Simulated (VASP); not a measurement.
Wanted: the native input for a VASP 6.6.1 run.

```yaml
Task: single point
Functional: PBEsol
Potentials_or_basis: VASP PAW PBE potentials, release 64 (V_sv, H)
Cutoff: 520 eV
k_mesh: 8 × 8 × 8
Occupations: gaussian, width 0.1 eV
Spin: collinear spin, typed start
Starting_moments: "[2.0, 0.0] μB"
Dipole_correction: no
Further_INCAR_settings: ALGO = Fast; EDIFF = 1e-07; NBANDS = 18
```

The structure of VH lies in POSCAR:

```
VH
1.0
    0.0000000000      1.9637535800      1.9637535800
    1.9637535800      0.0000000000      1.9637535800
    1.9637535800      1.9637535800      0.0000000000
V H
1 1
Direct
    0.0000000000      0.0000000000      0.0000000000
    0.5000000000      0.5000000000      0.5000000000
```

The cell comes from a database or a generator and needn't be the stable form of this composition.

The input as run:

INCAR

```
SYSTEM = VH
  ALGO = Fast
  EDIFF = 1E-7
  ENCUT = 520
  GGA = PS
  ISIF = 2
  ISMEAR = 0
  ISPIN = 2
  LASPH = .TRUE.
  LCHARG = .FALSE.
  LMAXMIX = 4
  LORBIT = 11
  LREAL = .FALSE.
  LWAVE = .FALSE.
  MAGMOM = 2 0
  NBANDS = 18
  NELM = 150
  PREC = Accurate
  SIGMA = 0.1
```

KPOINTS

```
k-points
0
G
  8 8 8
  0 0 0
```

Potentials or basis: VASP PAW PBE potentials, release 64 (V_sv, H).

Command:

```bash
$ cat potpaw_PBE.64/V_sv/POTCAR potpaw_PBE.64/H/POTCAR > POTCAR
$ mpirun -np 1 vasp_std > vasp.out
```

Results of the run:

| Quantity | Value |
| --- | --- |
| Pressure | -4.7 GPa |
| Band gap on the k mesh | none (metal or under the smearing width) |
| Net moment | 0.00 μB per cell |
| Valence electrons inside the program's atomic spheres | V 11.66; H 0.56 |

Caveat: the PAW data sets were made with another functional, which shifts forces and pressure a little.

It took 16 s on 1 thread of AMD EPYC 9R45 (Zen 5) (shared host), peak memory 0.12 GiB.
